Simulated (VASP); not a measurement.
# BaTiO3 (P4mm) in VASP: a series of runs, part 2 of 2

VASP 6.6.1. The steps go on from the part before.

## Step 3: Relaxation of cell and atoms, PBEsol

This run uses another cell than the first one, of 12.79 Å³/atom, 0.995 times its volume.

Input file INCAR:

```
  ALGO = Normal
  EDIFF = 1E-7
  EDIFFG = -0.005
  ENCUT = 600
  GGA = PS
  IBRION = 2
  ISIF = 3
  ISMEAR = 0
  KPAR = 4
  LASPH = True
  LCHARG = False
  LREAL = False
  LWAVE = False
  NELM = 80
  NSW = 90
  PREC = Accurate
  SIGMA = 0.03
```

Input file KPOINTS:

```
k-points
0
Gamma
  8 8 8
```

Input file POSCAR:

```
BaTiO3                                  
1.0
    3.9664533302      0.0000000000      0.0000000000
    0.0000000000      3.9664533302      0.0000000000
    0.0000000000     -0.0000000000      4.0662629784
  Ba              Ti              O             
     1     1     3
Direct
     1.0000000000000000    1.0000000000000000    0.9986466127420394
     0.5000000000000000    0.5000000000000000    0.4820003460752508
     0.5000000000000000    0.5000000000000000    0.0290292627744579
     0.5000000000000000    0.0000000000000000    0.5166618892041293
     1.0000000000000000    0.5000000000000000    0.5166618892041293
```

Potentials or basis: VASP PAW PBE potentials, release 64 (Ba_sv, Ti_sv, O).

Run with:

```bash
> cat potpaw_PBE.64/Ba_sv/POTCAR potpaw_PBE.64/Ti_sv/POTCAR potpaw_PBE.64/O/POTCAR > POTCAR
> mpirun -np 4 vasp_std > vasp.out
```

OUTCAR:

```text
EDIFF = 1E-7
   EDIFFG = -0.005
   ENCUT = 600
   GGA = PS
   IBRION = 2
   ISIF = 3
   ISMEAR = 0
   LASPH = True
   LREAL = False
   NELM = 80
   NSW = 90
   PREC = Accurate

 ion  position               nearest neighbor table
   1  0.000  0.000  0.999-   4 2.79   5 2.79   5 2.79   4 2.79   3 2.81   3 2.81   3 2.81   3 2.81
                             4 2.89   5 2.89   5 2.89   4 2.89   2 3.42   2 3.42   2 3.42   2 3.42
   2  0.500  0.500  0.482-   3 1.84   4 1.99   5 1.99   4 1.99   5 1.99   3 2.22   1 3.42   1 3.42
                             1 3.42   1 3.42   1 3.50   1 3.50   1 3.50   1 3.50
   3  0.500  0.500  0.029-   2 1.84   2 2.22   1 2.81   1 2.81   1 2.81   1 2.81
   4  0.500  0.000  0.517-   2 1.99   2 1.99   1 2.79   1 2.79   1 2.89   1 2.89
   5  0.000  0.500  0.517-   2 1.99   2 1.99   1 2.79   1 2.79   1 2.89   1 2.89
[... 907 lines left out ...]
  Total       -0.0042275     -0.0042275      0.0010284      0.0000000     -0.0000000      0.0000000
  in kB       -0.1058549     -0.1058549      0.0257501      0.0000000     -0.0000000      0.0000000
  external PRESSURE =      -0.0619865 kB  Pullay stress =       0.0000000 kB

 VOLUME and BASIS-vectors are now :
 -----------------------------------------------------------------------------
  energy-cutoff  :      600.00
  volume of cell :       63.99
      direct lattice vectors                 reciprocal lattice vectors
     3.967143190  0.000000000  0.000000000     0.252070559  0.000000000  0.000000000
     0.000000000  3.967143190  0.000000000     0.000000000  0.252070559  0.000000000
     0.000000000 -0.000000000  4.065669761     0.000000000 -0.000000000  0.245961935

 POSITION                                       TOTAL-FORCE (eV/Angst)
 -----------------------------------------------------------------------------------
      0.00000     -0.00000      4.05998         0.000000      0.000000     -0.003296
      1.98357      1.98357      1.95935         0.000000     -0.000000      0.001099
      1.98357      1.98357      0.11831         0.000000      0.000000     -0.000882
      1.98357     -0.00000      2.10067         0.000000     -0.000000      0.001540
      3.96714      1.98357      2.10067        -0.000000     -0.000000      0.001540
 -----------------------------------------------------------------------------------
    total drift:                                0.000000     -0.000000      0.000152

  FREE ENERGIE OF THE ION-ELECTRON SYSTEM (eV)
  ---------------------------------------------------
  free  energy   TOTEN  =       -42.0077823189 eV

  energy  without entropy=      -42.0077823189  energy(sigma->0) =      -42.00778232

 reached required accuracy - stopping structural energy minimisation
```

OSZICAR:

```text
N       E                     dE             d eps       ncg     rms          rms(c)
DAV:   1     0.484832296668E+03    0.48483E+03   -0.23111E+04  3600   0.200E+03
DAV:   2     0.343871515896E+01   -0.48139E+03   -0.47362E+03  4376   0.520E+02
DAV:   3    -0.495821039664E+02   -0.53021E+02   -0.51946E+02  5256   0.157E+02
DAV:   4    -0.519922942982E+02   -0.24102E+01   -0.24088E+01  5264   0.311E+01
[... 18 lines left out ...]
DAV:   3    -0.420077842210E+02    0.65290E-05   -0.31792E-05  5256   0.401E-02    0.912E-03
DAV:   4    -0.420077827593E+02    0.14617E-05   -0.71000E-06  5696   0.226E-02    0.489E-03
DAV:   5    -0.420077825339E+02    0.22539E-06   -0.12518E-06  4784   0.991E-03    0.223E-03
DAV:   6    -0.420077823975E+02    0.13637E-06   -0.20721E-07  3032   0.400E-03    0.120E-03
DAV:   7    -0.420077823189E+02    0.78567E-07   -0.10266E-07  2456   0.250E-03
   2 F= -.42007782E+02 E0= -.42007782E+02  d E =-.577554E-05
```

CONTCAR:

```text
BaTiO3
   1.00000000000000
     3.9671431896248999    0.0000000000000000    0.0000000000000000
     0.0000000000000000    3.9671431896248999    0.0000000000000000
     0.0000000000000000   -0.0000000000000000    4.0656697610833890
  Ba              Ti              O
     1     1     3
Direct
     0.0000000000000000    0.0000000000000000    0.9986017527506281
     0.5000000000000000    0.5000000000000000    0.4819255316800069
     0.5000000000000000    0.5000000000000000    0.0291005564017098
     0.5000000000000000    0.0000000000000000    0.5166860795838343
     1.0000000000000000    0.5000000000000000    0.5166860795838343

  0.00000000E+00  0.00000000E+00  0.00000000E+00
  0.00000000E+00  0.00000000E+00  0.00000000E+00
  0.00000000E+00  0.00000000E+00  0.00000000E+00
  0.00000000E+00  0.00000000E+00  0.00000000E+00
  0.00000000E+00  0.00000000E+00  0.00000000E+00
```

Wall time 28 s (4 MPI ranks of Intel Xeon Platinum 8488C (Sapphire Rapids), shared host); peak memory 0.29 GiB.

What came out:

| Property | Result |
| --- | --- |
| Free energy | -42.0078 eV |
| Relaxed volume | 12.80 Å³/atom |
| Relaxed cell | a = 3.967 Å, b = 3.967 Å, c = 4.066 Å, α = 90.00°, β = 90.00°, γ = 90.00° |
| Space group after relaxing (to 0.05 Å) | P4mm (No. 99) |
| Energy gained by relaxing | 0.0 meV/atom |
| Ionic steps | 2 |
| Pressure after relaxing | 0.0 GPa |
| Largest force after relaxing | 0.003 eV/Å |
| Band gap on the k mesh | 1.76 eV, indirect (least direct gap 2.19 eV) |

Forces on the atoms (eV/Å):
```
Ba   0.000  0.000 -0.003
Ti   0.000  0.000  0.001
O    0.000  0.000 -0.001
O    0.000  0.000  0.002
O    0.000  0.000  0.002
```

Final structure:
```
Ba Ti O
1.0
     3.96714    0.00000    0.00000
     0.00000    3.96714    0.00000
     0.00000    0.00000    4.06567
Ba Ti O
1 1 3
Direct
  0.00000 0.00000 0.99860
  0.50000 0.50000 0.48193
  0.50000 0.50000 0.02910
  0.50000 0.00000 0.51669
  0.00000 0.50000 0.51669
```

Caveat: the PAW data sets were made with another functional, which shifts forces and pressure a little; spin-orbit coupling is left out, which moves the levels of the heavy elements.
